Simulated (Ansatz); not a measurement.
The system is Si2Mo.

```
CELL_PARAMETERS angstrom
-1.60000 1.60000 3.93050
1.60000 -1.60000 3.93050
1.60000 1.60000 -3.93050
ATOMIC_POSITIONS crystal
Mo 0.00000 0.00000 0.00000
Si 0.66700 0.66700 0.00000
Si 0.33300 0.33300 0.00000
```

| Property | Result |
| --- | --- |
| Program | Ansatz 0.2.0 |
| Task | relaxation of cell and atoms |
| Functional | PBEsol |
| Potentials or basis | all-electron LAPW, scalar-relativistic |
| Basis error allowed | 0.002 eV/atom |
| k mesh | 12 × 12 × 12 |
| Occupations | fermi-dirac, width 0.05 eV |
| Spin | no spin polarisation |

At the start: volume 13.42 Å³/atom.

Where does the relaxation end?

Over 5 steps the energy falls by 3.1 meV/atom and the volume is 13.27 Å³/atom (-1.1 %); space group I4/mmm (No. 139, to 0.05 Å).

The path:
```csv
step,energy change (eV),largest force (eV/Å),volume (Å³)
1,0.0000,0.3263,40.25
2,-0.0088,0.0270,39.63
3,-0.0093,0.0069,39.80
4,-0.0093,0.0016,39.81
5,-0.0093,0.0016,39.81
```

Final structure:
```yaml
crystal:
  lattice:
    - [-1.59510, 1.59510, 3.91116]
    - [1.59510, -1.59510, 3.91116]
    - [1.59510, 1.59510, -3.91116]
  atoms:
    - { symbol: Mo, position: [0.00000, 0.00000, 0.00000] }
    - { symbol: Si, position: [0.66495, 0.66495, 0.00000] }
    - { symbol: Si, position: [0.33505, 0.33505, 0.00000] }
```
